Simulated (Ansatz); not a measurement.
Free-standing chains of the atoms of Au, named by their start (strip: triangular double chain, ladder: square double chain); atoms and period are relaxed, and energies count from relaxed bulk Au (Fm-3m, 17.97 Å³/atom, gap on the mesh 0.00 eV).

Level of theory: Ansatz, DFT PBE, scalar-relativistic, plane waves, PAW.

Cutoff 420 eV, Gaussian smearing of 0.05 eV, energies at zero smearing, symmetry of each start kept, collinear spin where a moment is listed.

```
          start atoms k mesh excess energy (eV per host atom) period (Å) gap on the mesh (eV) highest filled level or Fermi level under vacuum (eV) size of the moment (μB per cell)
   linear chain      1  1×1×24                             1.490       2.581                     0                                                   6.42                              0.07
dimerised chain      2  1×1×12                             1.490       5.161                     0                                                   6.43                              0.00
   zigzag chain      2  1×1×14                             1.271       4.681                     0                                                      -                              0.00
   ladder chain      4  1×1×12                             1.078       5.279                  0.18                                                      -                              0.00
    strip chain      2  1×1×23                             0.942       2.654                     0                                                   5.54                              0.00
```

Spin-orbit coupling is left out, which matters for the bands of heavy elements.

Gaps under about 0.2 eV rest on few k points and may close between them. Each run keeps its start's symmetry and one magnetic start, so lower states can exist. Rows stand on unlike meshes and boxes, so starts that end alike can differ by a few hundredths of an eV per atom.